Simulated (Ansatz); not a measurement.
# Rb: levels along high-symmetry lines

```
CELL_PARAMETERS angstrom
-2.80600 2.80600 2.80600
2.80600 -2.80600 2.80600
2.80600 2.80600 -2.80600
ATOMIC_POSITIONS crystal
Rb 0.00000 0.00000 0.00000
```

The cell is a measured one (Crystallography Open Database entry 9012874); the temperature and pressure of the measurement aren't taken into account, and nothing was relaxed.

The calculation used Ansatz 0.2.0, DFT, PBE, all-electron LAPW, Dirac equation with spin-orbit coupling.

Settings: a Γ-centred 8×8×8 k mesh, Fermi–Dirac smearing of 0.05 eV, basis error target 1 meV/atom, no spin polarisation.

Points in fractions of the reciprocal vectors of this cell: Γ (0, 0, 0), H (0.5, -0.5, 0.5), N (0, 0, 0.5), P (0.25, 0.25, 0.25). The path joins them by straight lines in the order Γ–H–N–Γ–P–H–P–N; legs that retrace an earlier one aren't tabulated. Energies are in eV from the Fermi level.

**Question.** Is there a gap?

**Answer.** none: bands cross the Fermi level, a metal.

**Question.** List the levels between -20 and 3 eV at the symmetry points.

**Answer.** 
Γ: -13.55 (×2), -12.66 (×4), -2.03 (×2)
H: -13.61 (×2), -12.74 (×4), 1.22 (×4)
N: -13.59 (×2), -12.74 (×2), -12.68 (×2), 0.21 (×2), 0.78 (×2), 2.57 (×2)
P: -13.59 (×2), -12.72 (×4), 1.24 (×2), 1.31 (×4), 2.65 (×2)
